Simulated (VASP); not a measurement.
In2O3: relaxation of cell and atoms with PBEsol

In2O3:

```
CELL_PARAMETERS angstrom
-4.99208 4.99208 4.99208
4.99208 -4.99208 4.99208
4.99208 4.99208 -4.99208
ATOMIC_POSITIONS crystal
In 0.50000 0.50000 0.50000
In 0.50000 0.00000 0.00000
In 0.00000 0.50000 0.00000
In 0.00000 0.00000 0.50000
In 0.25000 0.71578 0.46578
In 0.75000 0.78422 0.03422
In 0.46578 0.25000 0.71578
In 0.03422 0.75000 0.78422
In 0.71578 0.46578 0.25000
In 0.78422 0.03422 0.75000
In 0.75000 0.28422 0.53422
In 0.25000 0.21578 0.96578
In 0.53422 0.75000 0.28422
In 0.96578 0.25000 0.21578
In 0.28422 0.53422 0.75000
In 0.21578 0.96578 0.25000
O 0.53622 0.77266 0.54646
O 0.72620 0.98976 0.95354
O 0.96378 0.51024 0.23644
O 0.77380 0.72734 0.26356
O 0.54646 0.53622 0.77266
O 0.95354 0.72620 0.98976
O 0.23644 0.96378 0.51024
O 0.26356 0.77380 0.72734
O 0.77266 0.54646 0.53622
O 0.98976 0.95354 0.72620
O 0.51024 0.23644 0.96378
O 0.72734 0.26356 0.77380
O 0.46378 0.22734 0.45354
O 0.27380 0.01024 0.04646
O 0.03622 0.48976 0.76356
O 0.22620 0.27266 0.73644
O 0.45354 0.46378 0.22734
O 0.04646 0.27380 0.01024
O 0.76356 0.03622 0.48976
O 0.73644 0.22620 0.27266
O 0.22734 0.45354 0.46378
O 0.01024 0.04646 0.27380
O 0.48976 0.76356 0.03622
O 0.27266 0.73644 0.22620
```

| Property | Result |
| --- | --- |
| Program | VASP 6.6.1 |
| Task | relaxation of cell and atoms |
| Functional | PBEsol |
| Potentials or basis | VASP PAW PBE potentials, release 64 (In_d, O) |
| Cutoff | 600 eV |
| k mesh | 2 × 2 × 2 |
| Occupations | fermi-dirac, width 0.05 eV |
| Spin | no spin polarisation |
| Target pressure | 20 GPa |
| Further INCAR settings | ALGO = Normal; EDIFF = 1e-06; IBRION = 2; EDIFFG = -0.01; NSW = 40; ISIF = 3 |
| Target pressure | 20 GPa |

* Relaxed volume: 11.90 Å³/atom
* Relaxed cell: a = 8.520 Å, b = 8.520 Å, c = 8.520 Å, α = 109.47°, β = 109.47°, γ = 109.47°
* Space group after relaxing (to 0.05 Å): Ia-3 (No. 206)
* Energy change on relaxing (the enthalpy is what falls): +49.9 meV/atom
* Ionic steps: 13
* Pressure after relaxing: 20.0 GPa
* Largest force after relaxing: 0.004 eV/Å
* Band gap on the k mesh: 1.57 eV, direct

Forces in eV/Å, atoms in the order of the input:
```
In   0.000  0.000  0.000
In   0.000  0.000  0.000
In   0.000  0.000  0.000
In   0.000  0.000  0.000
In  -0.003  0.000  0.000
In   0.003  0.000  0.000
In   0.000 -0.003  0.000
In   0.000  0.003  0.000
In   0.000  0.000 -0.003
In   0.000  0.000  0.003
In   0.003  0.000  0.000
In  -0.003  0.000  0.000
In   0.000  0.003  0.000
In   0.000 -0.003  0.000
In   0.000  0.000  0.003
In   0.000  0.000 -0.003
O    0.001 -0.002 -0.004
O   -0.001  0.002 -0.004
O    0.001  0.002  0.004
O   -0.001 -0.002  0.004
O   -0.004  0.001 -0.002
O   -0.004 -0.001  0.002
O    0.004  0.001  0.002
O    0.004 -0.001 -0.002
O   -0.002 -0.004  0.001
O    0.002 -0.004 -0.001
O    0.002  0.004  0.001
O   -0.002  0.004 -0.001
O   -0.001  0.002  0.004
O    0.001 -0.002  0.004
O   -0.001 -0.002 -0.004
O    0.001  0.002 -0.004
O    0.004 -0.001  0.002
O    0.004  0.001 -0.002
O   -0.004 -0.001 -0.002
O   -0.004  0.001  0.002
O    0.002  0.004 -0.001
O   -0.002  0.004  0.001
O   -0.002 -0.004 -0.001
O    0.002 -0.004  0.001
```

The path:
| step | energy change (eV) | largest force (eV/Å) | pressure (GPa) | volume (Å³) |
| --- | --- | --- | --- | --- |
| 1 | 0.0000 | 0.0080 | 10.03 | 497.63 |
| 2 | 8.0596 | 0.3983 | 41.09 | 443.95 |
| 3 | 1.8770 | 0.1300 | 19.76 | 477.21 |
| 4 | 1.9270 | 0.1327 | 19.97 | 476.81 |
| 5 | 1.9785 | 0.1356 | 20.19 | 476.40 |
| 6 | 2.0046 | 0.0679 | 20.21 | 476.09 |
| 7 | 2.0230 | 0.0976 | 20.23 | 475.93 |
| 8 | 1.8972 | 0.0161 | 19.63 | 476.90 |
| 9 | 1.9109 | 0.0199 | 19.69 | 476.78 |
| 10 | 2.0609 | 0.0327 | 20.31 | 475.58 |
| 11 | 1.9836 | 0.0151 | 19.99 | 476.20 |
| 12 | 1.9865 | 0.0154 | 19.99 | 476.17 |
| 13 | 1.9969 | 0.0044 | 20.04 | 476.09 |

Final structure:
```cif
data_structure
_symmetry_space_group_name_H-M 'P 1'
_symmetry_Int_Tables_number 1
_cell_length_a 8.5199
_cell_length_b 8.5199
_cell_length_c 8.5199
_cell_angle_alpha 109.471
_cell_angle_beta 109.471
_cell_angle_gamma 109.471
_cell_volume 476.09
loop_
_atom_site_label
_atom_site_type_symbol
_atom_site_fract_x
_atom_site_fract_y
_atom_site_fract_z
_atom_site_occupancy
In1 In 0.50000 0.50000 0.50000 1
In2 In 0.50000 0.00000 0.00000 1
In3 In 0.00000 0.50000 0.00000 1
In4 In 0.00000 0.00000 0.50000 1
In5 In 0.25000 0.71544 0.46544 1
In6 In 0.75000 0.78456 0.03456 1
In7 In 0.46544 0.25000 0.71544 1
In8 In 0.03456 0.75000 0.78456 1
In9 In 0.71544 0.46544 0.25000 1
In10 In 0.78456 0.03456 0.75000 1
In11 In 0.75000 0.28456 0.53456 1
In12 In 0.25000 0.21544 0.96544 1
In13 In 0.53456 0.75000 0.28456 1
In14 In 0.96544 0.25000 0.21544 1
In15 In 0.28456 0.53456 0.75000 1
In16 In 0.21544 0.96544 0.25000 1
O1 O 0.53601 0.77314 0.54798 1
O2 O 0.72517 0.98804 0.95202 1
O3 O 0.96399 0.51196 0.23713 1
O4 O 0.77483 0.72686 0.26287 1
O5 O 0.54798 0.53601 0.77314 1
O6 O 0.95202 0.72517 0.98804 1
O7 O 0.23713 0.96399 0.51196 1
O8 O 0.26287 0.77483 0.72686 1
O9 O 0.77314 0.54798 0.53601 1
O10 O 0.98804 0.95202 0.72517 1
O11 O 0.51196 0.23713 0.96399 1
O12 O 0.72686 0.26287 0.77483 1
O13 O 0.46399 0.22686 0.45202 1
O14 O 0.27483 0.01196 0.04798 1
O15 O 0.03601 0.48804 0.76287 1
O16 O 0.22517 0.27314 0.73713 1
O17 O 0.45202 0.46399 0.22686 1
O18 O 0.04798 0.27483 0.01196 1
O19 O 0.76287 0.03601 0.48804 1
O20 O 0.73713 0.22517 0.27314 1
O21 O 0.22686 0.45202 0.46399 1
O22 O 0.01196 0.04798 0.27483 1
O23 O 0.48804 0.76287 0.03601 1
O24 O 0.27314 0.73713 0.22517 1
```

Levels at points of the mesh, in eV from the valence-band top:
```csv
k point,band 172,band 173,band 174,band 175,band 176,band 177,band 178,band 179,band 180,band 181
"(0.00, 0.00, 0.00)",-0.29,-0.28,0.00,0.00,0.00,1.57,6.01,6.02,6.02,6.02
"(0.50, 0.00, 0.00)",-0.25,-0.18,-0.18,-0.06,-0.06,3.66,3.66,5.49,5.49,5.59
"(0.50, 0.50, 0.50)",-0.28,-0.28,-0.22,-0.22,-0.19,4.55,4.55,4.55,4.65,4.65
```

It took 23 min on 8 MPI ranks on Intel(R) Xeon(R) Platinum 8488C (Sapphire Rapids), on a shared host, peak memory 0.27 GiB a rank.

Caveat: the k mesh is coarse (spacing up to 0.44 Å⁻¹), so the values aren't converged; the cell is relaxed towards a set pressure, so the enthalpy falls and the energy may rise; the PAW data sets were made with another functional, which shifts forces and pressure a little; spin-orbit coupling is left out, which moves the levels of the heavy elements.
